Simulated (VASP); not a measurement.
A VASP calculation is set up with these files.

**INCAR**
```
SYSTEM = ZnTe
PREC = Accurate
ENCUT = 520
EDIFF = 1E-7
NELM = 100
ALGO = Normal
LREAL = .FALSE.
LASPH = .TRUE.
ISMEAR = -5
GGA = PE
IVDW = 12
LMAXMIX = 4
LWAVE = .FALSE.
LCHARG = .TRUE.
LORBIT = 11
NEDOS = 601
ISIF = 2
```

**KPOINTS**
```
Automatic
0
G
 8 8 8
```

File POSCAR:
```
ZnTe
1
    0.0000000000     3.0437642725     3.0437642725
    3.0437642725     0.0000000000     3.0437642725
    3.0437642725     3.0437642725     0.0000000000
Zn Te
1 1
Direct
  0.0000000000   1.0000000000   1.0000000000
  0.2500000000   0.2500000000   0.2500000000
```

POTCAR, in this order: Zn Te (PBE.64 set). Program: vasp_std.

Question: Write an equivalent input for Ansatz.

Answer: One equivalent input (not run):
Ansatz 0.2 input:
```yaml
crystal:
  lattice:
    - [0.0000000, 3.0437643, 3.0437643]
    - [3.0437643, 0.0000000, 3.0437643]
    - [3.0437643, 3.0437643, 0.0000000]
  atoms:
    - { symbol: Zn, position: [0.0000000, 1.0000000, 1.0000000] }
    - { symbol: Te, position: [0.2500000, 0.2500000, 0.2500000] }
kpoints:
  mp_grid: { grid: [8, 8, 8] }
hamiltonian:
  xc: pbe
  dispersion: d3bj
  pseudopotentials: { kind: paw }
scf:
  occupations: { method: tetrahedron }
  max_iter: 100
output: { forces: true, stress: true, eigenvalues: true }
```
Limits of the translation: each code has its own PAW files, so the cut-off isn't converted (ENCUT is set for VASP's; basis.ecutwfc is left out, and Ansatz then takes the one that its files recommend); Ansatz stops its SCF on the density residual and VASP on the energy change (EDIFF).

The compound is ZnTe in the zinc blende structure. It was relaxed first.
